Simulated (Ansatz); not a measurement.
## Pb: equation of state with PBE

Crystal: Pb.

```
Pb
1.0
     0.00000    3.43900    3.43900
     3.43900    0.00000    3.43900
     3.43900    3.43900    0.00000
Pb
2
Direct
  0.25000 0.25000 0.25000
  0.00000 0.00000 0.00000
```

This isn't the form of Pb at room conditions, which is fcc.

```yaml
Program: Ansatz 0.2.0
Task: equation of state
Functional: PBE
Potentials_or_basis: all-electron LAPW, scalar-relativistic
Basis_error_allowed: 0.0005 eV/atom
k_mesh: 7 × 7 × 7
Occupations: fermi-dirac, width 0.05 eV
Spin: no spin polarisation
```

| Item | Value |
| --- | --- |
| Equilibrium volume | 43.99 Å³/atom (rough: see the caveat) |
| Bulk modulus | 25 GPa (rough) |

Energy against volume, from the lowest point:
```csv
volume (Å³/atom),energy (meV/atom)
38.232,77.04
39.045,54.13
39.859,35.84
40.672,21.68
41.486,11.24
42.299,4.13
43.112,0.00
```

All runs of the series together: 41 s on 1 thread of AMD EPYC 9R45 96-Core Processor (Zen 5), with other jobs on the host.

Caveat: the minimum lies outside the volumes run. Spin-orbit coupling is left out, which matters for the levels of Pb.
